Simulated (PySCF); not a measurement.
**Basis set benchmark on one molecule**

Molecule: Ethoxy ethane (SMILES CCOCC).

Bonds (- single, = double, # triple, : aromatic): C1-C2 1.510 Å, C2-O3 1.398 Å, O3-C4 1.398 Å, C4-C5 1.510 Å. C1 carries H6, H7, H8; C2 carries H9, H10; C4 carries H11, H12; C5 carries H13, H14, H15.

Geometry PBE0-D3(BJ)/def2-SVP throughout; GIAO in PySCF, gas phase, one conformer, non-relativistic; equivalent atoms averaged; functional PBE0.

Reference values (measured; solution, D2O, 298 K; Fulmer et al., Organometallics 2010, 29, 2176): δ(H6/H7/H8/H13/H14/H15) = 1.17 ppm, δ(H9/H10/H11/H12) = 3.56 ppm, δ(C1/C5) = 14.8 ppm, δ(C2/C4) = 66.4 ppm. Computed shifts are taken against TMS, calculated as an isolated molecule at each level.

How do the basis sets STO-3G, 6-31G, pcSseg-0, 6-31G*, def2-SVP, cc-pVDZ, pcSseg-1, 6-311+G(2d,p), aug-cc-pVDZ, def2-TZVP, IGLO-III, cc-pVTZ, pcSseg-2 perform against the reference? Times are CPU seconds on shared hosts with different chips, so compare them loosely.

Answers


```csv
basis set,functions,H6/H7/H8/H13/H14/H15,H9/H10/H11/H12,C1/C5,C2/C4,mean abs. error H,mean abs. error C,core-s
STO-3G,35,0.98,1.49,18.3,55.6,1.13,7.2,3.6
6-31G,65,1.42,3.40,17.4,64.7,0.21,2.2,6.5
pcSseg-0,65,1.46,3.26,19.6,70.2,0.30,4.3,4.2
6-31G*,90,1.18,3.36,16.6,64.1,0.11,2.1,8.7
def2-SVP,120,1.07,3.10,16.0,64.9,0.28,1.3,11
cc-pVDZ,120,1.10,3.21,17.5,66.5,0.21,1.4,8.7
pcSseg-1,135,1.22,3.24,17.5,68.3,0.18,2.3,16
"6-311+G(2d,p)",195,1.16,3.36,16.6,67.3,0.11,1.3,23
aug-cc-pVDZ,205,1.24,3.41,16.7,65.7,0.11,1.3,19
def2-TZVP,215,1.15,3.35,17.2,69.1,0.11,2.5,28
IGLO-III,275,1.17,3.35,17.4,70.0,0.10,3.1,28
cc-pVTZ,290,1.15,3.32,17.0,68.2,0.13,2.0,31
pcSseg-2,320,1.19,3.33,17.9,70.9,0.12,3.8,41
```

For ¹H the closest is IGLO-III (0.10 ppm, with 6-31G*, 6-311+G(2d,p), aug-cc-pVDZ, def2-TZVP, pcSseg-2, cc-pVTZ practically level) and the furthest STO-3G (1.13 ppm).

For ¹³C the closest is aug-cc-pVDZ (1.3 ppm, with 6-311+G(2d,p), def2-SVP, cc-pVDZ practically level) and the furthest STO-3G (7.2 ppm). Where a smaller basis beats a larger one, errors probably cancel; the largest sets show where the functional converges. One molecule is a small sample, and vibrational and solvent effects are absent from the calculation.

A small basis that lands close on one nucleus may do so by chance; judge by the trend and by all nuclei.
